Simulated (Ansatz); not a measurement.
Computed with DFT PBE, scalar-relativistic, plane waves, PAW (Ansatz 0.2.0). Settings: cutoff 420 eV, Γ-centred meshes spaced at most about 0.3 Å⁻¹, and about 0.25 Å⁻¹ or finer for metals (2π included), Gaussian smearing. No spin polarisation.

All energies are static (0 K, no zero-point motion).

Two relaxed structures of Hf₄O₃:

A.

```cif
data_structure
_symmetry_space_group_name_H-M 'P-3m1'
_symmetry_Int_Tables_number 164
_cell_length_a 3.1702
_cell_length_b 3.1702
_cell_length_c 10.9780
_cell_angle_alpha 90.000
_cell_angle_beta 90.000
_cell_angle_gamma 120.000
_cell_volume 95.55
loop_
_atom_site_label
_atom_site_type_symbol
_atom_site_symmetry_multiplicity
_atom_site_Wyckoff_symbol
_atom_site_fract_x
_atom_site_fract_y
_atom_site_fract_z
_atom_site_occupancy
Hf1 Hf 2 d 0.33333 0.66667 0.60923 1
Hf2 Hf 2 d 0.66667 0.33333 0.86834 1
O1 O 2 c 0.00000 0.00000 0.74092 1
O2 O 1 a 0.00000 0.00000 0.00000 1
```

B.

```cif
data_structure
_symmetry_space_group_name_H-M 'P-42m'
_symmetry_Int_Tables_number 111
_cell_length_a 4.8017
_cell_length_b 4.8017
_cell_length_c 5.0552
_cell_angle_alpha 90.000
_cell_angle_beta 90.000
_cell_angle_gamma 90.000
_cell_volume 116.55
loop_
_atom_site_label
_atom_site_type_symbol
_atom_site_symmetry_multiplicity
_atom_site_Wyckoff_symbol
_atom_site_fract_x
_atom_site_fract_y
_atom_site_fract_z
_atom_site_occupancy
Hf1 Hf 4 n 0.25063 0.25063 0.25170 1
O1 O 1 a 0.00000 0.00000 0.00000 1
O2 O 1 c 0.00000 0.00000 0.50000 1
O3 O 1 d 0.50000 0.50000 0.00000 1
```

Problem. Which would you expect to be lower, and how large is the difference?

Solution. B is lower, by 59 meV/atom. A has space group P-3m1 (No. 164), 13.7 Å³/atom and a gap of 0.04 eV on its mesh; B has space group P-42m (No. 111), 16.7 Å³/atom and no gap. Counting O atoms around Hf (those within 1.25 times the shortest such distance or 1.15 times the sum of covalent radii; a slash parts the counts of unlike sites), A has Hf 3/6 and B has Hf 3. The lower one is the more open, so pressure narrows the difference. In A, around Hf on its first site lie 3 O at 2.33 Å and 9 Hf at 3.02–3.17 Å; Hf on its second site is surrounded by 6 O at 2.30–2.33 Å and 6 Hf at 3.17 Å; O on a site of symmetry 3m has 6 Hf at 2.30–2.33 Å; 1 more site not described. In B, Hf is surrounded by 3 O at 2.11–2.12 Å; around O on its first site lie 4 Hf at 2.12 Å and 2 O at 2.53 Å; O on its second site has 4 Hf at 2.11 Å and 2 O at 2.53 Å; 1 more site not described. Both come from invented guesses.

Spin–orbit coupling, which can matter for Hf, is left out. Cells relaxed within their symmetry can be saddle points.
